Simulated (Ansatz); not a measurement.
Notes on BaTiO$_{3}$

```
Ba Ti O
1.0
     4.04592    0.00000    0.00000
     0.01151    4.04590    0.00000
     0.01151    0.01148    4.04589
Ba Ti O
1 1 3
Direct
  0.00000 0.00000 0.00000
  0.48450 0.48450 0.48450
  0.50860 0.50860 0.01750
  0.01750 0.50860 0.50860
  0.50860 0.01750 0.50860
```

Level: PBE, no spin polarisation; 420 eV; 6×6×6 Γ-centred mesh; fermi-dirac occupations (width 0.1 eV); Ansatz 0.2.0, fixed geometry.

Charges: Bader charges in e: Ba +1.54, Ti +2.19, O -1.25. In the mean Ti gives up most and O takes most.
Stress: The pressure is -0.2 GPa (compression positive), so with the atoms held at these fractions the cell is close to zero pressure.
Electronic structure: The gap is 2.35 eV, indirect (the least direct gap found is 2.74 eV).
Contacts: Ti–O at 1.89 Å: least valence density 0.83 e/Å³ and ELF 0.23 there. Ba–O at 2.82 Å: least valence density 0.17 e/Å³ and ELF 0.09 there, a closed-shell (ionic or weak) contact. These are pseudo-fields; inside the PAW spheres they differ from the all-electron ones.
Formation energy: -3.10 eV an atom against the elements' usual phases (free molecules for gases, crystals otherwise, with no correction for O₂ or N₂), so it is bound against them; other compounds may still compete. Relaxing would lower it.

Origin: a database entry at a rescaled volume.
